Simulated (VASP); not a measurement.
# Al (P-1) in VASP: convergence with ENCUT

Aim: find how far ENCUT must go before the results for Al settle, at PBEsol. This setting moves, with any that are tied to it; all else stays.

Everything below comes from runs of VASP 6.6.1. Logs are shortened: lines on timing, memory, paths and dates and some standing lists are left out, and cuts for length are marked.

## (1) The cell of the first run

The typed cell holds 1 atom: a = 2.873 Å, b = 2.839 Å, c = 2.843 Å, α = 60.20°, β = 61.30°, γ = 60.22°.

The cell isn't the ideal one: cell strained at random at fixed volume.

## (2) With ENCUT 200 eV

Input file INCAR:

```
PREC = Accurate ; ENCUT = 200
EDIFF = 1E-6 ; ISMEAR = 1
SIGMA = 0.1 ; LREAL = False
LASPH = True ; NELM = 80
ALGO = Normal ; ISIF = 2
LWAVE = False ; LCHARG = False
GGA = PS
```

Input file KPOINTS:

```
regular mesh
0
Gamma
  8 8 8
```

Input file POSCAR:

```
Al
1.0
   -0.0343520000      2.0153070000      2.0467120000
    2.0025700000      0.0004140000      2.0119460000
    2.0214820000      1.9994530000     -0.0184970000
Al
1
Direct
   -0.0029370000      0.0040620000      0.0079130000
```

Potentials or basis: VASP PAW PBE potentials, release 64 (Al).

The run is started by

```console
$ cat potpaw_PBE.64/Al/POTCAR > POTCAR
$ mpirun -np 1 vasp_std > vasp.out
```

Wall time 1.6 s (1 thread of Intel Xeon 6975P-C (Granite Rapids), shared host); peak memory 0.1 GiB.

What came out:

| Quantity | Value |
| --- | --- |
| Free energy | -4.0679 eV |
| Band gap on the k mesh | none (metal or under the smearing width) |

## (3) With ENCUT 250 eV

INCAR, as its differences from that of step 2:

```diff
@@ -1,2 +1,2 @@
-PREC = Accurate ; ENCUT = 200
+PREC = Accurate ; ENCUT = 250
 EDIFF = 1E-6 ; ISMEAR = 1
```

KPOINTS is that of step 2.

POSCAR is that of step 2.

Potentials or basis: VASP PAW PBE potentials, release 64 (Al).

The run is started by

```console
$ cat potpaw_PBE.64/Al/POTCAR > POTCAR
$ mpirun -np 1 vasp_std > vasp.out
```

Wall time 1.8 s (1 thread of Intel Xeon 6975P-C (Granite Rapids), shared host); peak memory 0.11 GiB.

What came out:

- Free energy: -4.0753 eV
- Band gap on the k mesh: none (metal or under the smearing width)

## (4) With ENCUT 300 eV

INCAR, as its differences from that of step 3:

```diff
@@ -1,2 +1,2 @@
-PREC = Accurate ; ENCUT = 250
+PREC = Accurate ; ENCUT = 300
 EDIFF = 1E-6 ; ISMEAR = 1
```

KPOINTS is that of step 3.

POSCAR is that of step 3.

The run is started by

```console
$ cat potpaw_PBE.64/Al/POTCAR > POTCAR
$ mpirun -np 1 vasp_std > vasp.out
```

Run time: 2 s. Hardware: 1 thread of Intel Xeon 6975P-C (Granite Rapids), shared host; peak memory 0.11 GiB.

What came out:

| Quantity | Value |
| --- | --- |
| Free energy | -4.0806 eV |
| Pressure | -1.8 GPa |
| Band gap on the k mesh | none (metal or under the smearing width) |

## (5) With ENCUT 350 eV

INCAR, as its differences from that of step 4:

```diff
@@ -1,2 +1,2 @@
-PREC = Accurate ; ENCUT = 300
+PREC = Accurate ; ENCUT = 350
 EDIFF = 1E-6 ; ISMEAR = 1
```

KPOINTS is that of step 4.

POSCAR is that of step 4.

The run is started by

```console
$ cat potpaw_PBE.64/Al/POTCAR > POTCAR
$ mpirun -np 1 vasp_std > vasp.out
```

It took 3.5 s on 1 thread of Intel Xeon 6975P-C (Granite Rapids), shared host; peak memory 0.12 GiB.

Results:

```
Free energy            : -4.0833 eV
Pressure               : -1.8 GPa
Band gap on the k mesh : none (metal or under the smearing width)
```

## (6) With ENCUT 400 eV

INCAR, as its differences from that of step 5:

```diff
@@ -1,2 +1,2 @@
-PREC = Accurate ; ENCUT = 350
+PREC = Accurate ; ENCUT = 400
 EDIFF = 1E-6 ; ISMEAR = 1
```

KPOINTS is that of step 5.

POSCAR is that of step 5.

Potentials or basis: VASP PAW PBE potentials, release 64 (Al).

The run is started by

```console
$ cat potpaw_PBE.64/Al/POTCAR > POTCAR
$ mpirun -np 1 vasp_std > vasp.out
```

Run time: 4.4 s. Hardware: 1 thread of Intel Xeon 6975P-C (Granite Rapids), shared host; peak memory 0.12 GiB.

What came out:

```yaml
Free_energy: -4.0840 eV
Pressure: -1.8 GPa
Band_gap_on_the_k_mesh: none (metal or under the smearing width)
```

## (7) With ENCUT 450 eV

INCAR, as its differences from that of step 6:

```diff
@@ -1,2 +1,2 @@
-PREC = Accurate ; ENCUT = 400
+PREC = Accurate ; ENCUT = 450
 EDIFF = 1E-6 ; ISMEAR = 1
```

KPOINTS is that of step 6.

POSCAR is that of step 6.

The run is started by

```console
$ cat potpaw_PBE.64/Al/POTCAR > POTCAR
$ mpirun -np 1 vasp_std > vasp.out
```

Wall time 4.5 s (1 thread of Intel Xeon 6975P-C (Granite Rapids), shared host); peak memory 0.12 GiB.

What came out:

- Free energy: -4.0844 eV
- Pressure: -1.8 GPa
- Band gap on the k mesh: none (metal or under the smearing width)

## (8) With ENCUT 500 eV

INCAR, as its differences from that of step 7:

```diff
@@ -1,2 +1,2 @@
-PREC = Accurate ; ENCUT = 450
+PREC = Accurate ; ENCUT = 500
 EDIFF = 1E-6 ; ISMEAR = 1
```

KPOINTS is that of step 7.

POSCAR is that of step 7.

The run is started by

```console
$ cat potpaw_PBE.64/Al/POTCAR > POTCAR
$ mpirun -np 1 vasp_std > vasp.out
```

It took 4.7 s on 1 thread of Intel Xeon 6975P-C (Granite Rapids), shared host; peak memory 0.14 GiB.

Results:

```yaml
Free_energy: -4.0845 eV
Pressure: -1.8 GPa
Band_gap_on_the_k_mesh: none (metal or under the smearing width)
```

## (9) With ENCUT 600 eV

INCAR, as its differences from that of step 8:

```diff
@@ -1,2 +1,2 @@
-PREC = Accurate ; ENCUT = 500
+PREC = Accurate ; ENCUT = 600
 EDIFF = 1E-6 ; ISMEAR = 1
```

KPOINTS is that of step 8.

POSCAR is that of step 8.

Potentials or basis: VASP PAW PBE potentials, release 64 (Al).

The run is started by

```console
$ cat potpaw_PBE.64/Al/POTCAR > POTCAR
$ mpirun -np 1 vasp_std > vasp.out
```

Wall time 4.8 s (1 thread of Intel Xeon 6975P-C (Granite Rapids), shared host); peak memory 0.15 GiB.

What came out:

```
Free energy            : -4.0846 eV
Pressure               : -1.8 GPa
Band gap on the k mesh : none (metal or under the smearing width)
```

## (10) With ENCUT 800 eV

INCAR, as its differences from that of step 9:

```diff
@@ -1,2 +1,2 @@
-PREC = Accurate ; ENCUT = 600
+PREC = Accurate ; ENCUT = 800
 EDIFF = 1E-6 ; ISMEAR = 1
```

KPOINTS is that of step 9.

POSCAR is that of step 9.

Potentials or basis: VASP PAW PBE potentials, release 64 (Al).

The run is started by

```console
$ cat potpaw_PBE.64/Al/POTCAR > POTCAR
$ mpirun -np 1 vasp_std > vasp.out
```

OUTCAR:

```text
PREC = Accurate
   ENCUT = 800
   EDIFF = 1E-6
   ISMEAR = 1
   LREAL = False
   LASPH = True
   NELM = 80
   ISIF = 2
   GGA = PS

 ion  position               nearest neighbor table
   1  0.997  0.004  0.008-

  LATTYP: Found a triclinic cell.
 ALAT       =     2.8725724317
 B/A-ratio  =     1.3974960613
 C/A-ratio  =     0.9882080701
 COS(alpha) =     0.0003049052
 COS(beta)  =     0.4966559593
 COS(gamma) =     0.7044912968

  Lattice vectors:

 A1 = (   0.0343520000,  -2.0153070000,  -2.0467120000)
 A2 = (   0.0154400000,  -4.0143460000,  -0.0162690000)
 A3 = (  -2.0025700000,  -0.0004140000,  -2.0119460000)

Analysis of symmetry for initial positions (statically):
=====================================================================
 Subroutine PRICEL returns:
 Original cell was already a primitive cell.

 Routine SETGRP: Setting up the symmetry group for a
 triclinic supercell.

 Subroutine GETGRP returns: Found  2 space group operations
 (whereof  1 operations were pure point group operations)
 out of a pool of  2 trial point group operations.

The static configuration has the point symmetry C_1 .
 The point group associated with its full space group is S_2 .

Analysis of symmetry for dynamics (positions and initial velocities):
=====================================================================
[... 138 lines left out ...]
   LEPSILON=     F    determine dielectric tensor
   LRPA    =     F    only Hartree local field effects (RPA)
 non-spin polarized calculation
 Methfessel and Paxton  Order N= 1 SIGMA  =   0.10
  energy-cutoff  :      800.00
  volume of cell :       16.60
 maximum number of plane-waves:       877
 NGX is ok and might be reduce to    28
   NGX = 13   NGY = 13   NGZ = 13

 number of electron       3.0000000 magnetization

 Free energy of the ion-electron system (eV)
  ---------------------------------------------------
  ext. energy  EPLUGINS =         0.00000000
  ---------------------------------------------------
  free energy    TOTEN  =        -4.08465727 eV

  energy without entropy =       -4.08452293  energy(sigma->0) =       -4.08461249

 E-fermi :   7.7821     XC(G=0): -10.2331

 val. band max:        7.7521210817   @ k =  -0.2500   0.2500   0.1250
 cond. band min:       7.7930716617   @ k =   0.2500   0.1250   0.5000
 fundamental gap:      0.0409505801
 Fermi energy:         7.7820610160

 k-point     1 :       0.0000    0.0000    0.0000
  band No.  band energies     occupation
      1      -3.2011      2.00000
      2      19.9474      0.00000
      3      20.5816      0.00000
      4      20.8151      0.00000
      5      21.3508      0.00000
[... 177 lines left out ...]
 k-point    24 :       0.2500    0.3750    0.0000
  band No.  band energies     occupation
      1       0.5567      2.00000
      2      11.2606      0.00000
      3      13.1253      0.00000
      4      14.9692      0.00000
      5      16.3428      0.00000

 [... further k-points ...]

------------------------ aborting loop because EDIFF is reached ----------------------------------------

  FORCE on cell =-STRESS in cart. coord.  units (eV):
  Direction    XX          YY          ZZ          XY          YZ          ZX
  --------------------------------------------------------------------------------------
  -------------------------------------------------------------------------------------
  Total       -0.2050995     -0.0415743     -0.3088746     -0.0155943      0.0255891      0.0476781
  in kB      -19.7922640     -4.0119496    -29.8066443     -1.5048640      2.4693688      4.6009748
  external PRESSURE =     -17.8702860 kB  Pullay stress =       0.0000000 kB

 VOLUME and BASIS-vectors are now :
 -----------------------------------------------------------------------------
  energy-cutoff  :      800.00
  volume of cell :       16.60
      direct lattice vectors                 reciprocal lattice vectors
    -0.034352000  2.015307000  2.046712000    -0.242297375  0.247197474  0.241117363
     2.002570000  0.000414000  2.011946000     0.248728994 -0.249161120  0.249512627
     2.021482000  1.999453000 -0.018497000     0.244167091  0.251030834 -0.243080887

 POSITION                                       TOTAL-FORCE (eV/Angst)
 -----------------------------------------------------------------------------------
     -0.01012      2.02521      2.04873         0.000000      0.000000     -0.000000
 -----------------------------------------------------------------------------------
    total drift:                                0.000000     -0.000000      0.000000

  FREE ENERGIE OF THE ION-ELECTRON SYSTEM (eV)
  ---------------------------------------------------
  free  energy   TOTEN  =        -4.0846572654 eV

  energy  without entropy=       -4.0845229256  energy(sigma->0) =       -4.08461249
```

stdout:

```text
POSCAR found type information on POSCAR Al
 POSCAR found :  1 types and       1 ions
 scaLAPACK will be used
 -----------------------------------------------------------------------------
|                                                                             |
|                                                                             |
|     You enforced a specific xc type in the INCAR file but a different       |
|     I HOPE YOU KNOW WHAT YOU ARE DOING!                                     |
|                                                                             |
 -----------------------------------------------------------------------------

 LDA part: xc-table for (Slater+PW92), standard interpolation
 POSCAR, INCAR and KPOINTS ok, starting setup
 FFT: planning ... GRIDC
 FFT: planning ... GRID_SOFT
 FFT: planning ... GRID
 WAVECAR not read
 entering main loop
```

It took 11 s on 1 thread of Intel Xeon 6975P-C (Granite Rapids), shared host; peak memory 0.17 GiB.

Results:

```
Free energy            : -4.0847 eV
Pressure               : -1.8 GPa
Band gap on the k mesh : none (metal or under the smearing width)
```

## (11) The series at a glance

| ENCUT | energy less the tightest run, at zero smearing (meV/atom) | SCF cycles | CPU time (s) | peak memory (GiB) |
| --- | --- | --- | --- | --- |
| 200 eV | 16.80 | 9 | 1.2 | 0.1 |
| 250 eV | 9.32 | 9 | 1.5 | 0.11 |
| 300 eV | 4.07 | 9 | 1.5 | 0.11 |
| 350 eV | 1.39 | 9 | 3.1 | 0.12 |
| 400 eV | 0.61 | 9 | 3.9 | 0.12 |
| 450 eV | 0.23 | 9 | 4.1 | 0.12 |
| 500 eV | 0.18 | 9 | 4.4 | 0.14 |
| 600 eV | 0.10 | 9 | 4.5 | 0.15 |
| 800 eV | 0.00 | 9 | 11 | 0.17 |

Against the tightest run, the energy stays within 1 meV/atom from 400 eV on. The tightest run that finished is the yardstick and may itself not be fully converged.

Caveats: the PAW data sets were made with another functional, which shifts forces and pressure a little.
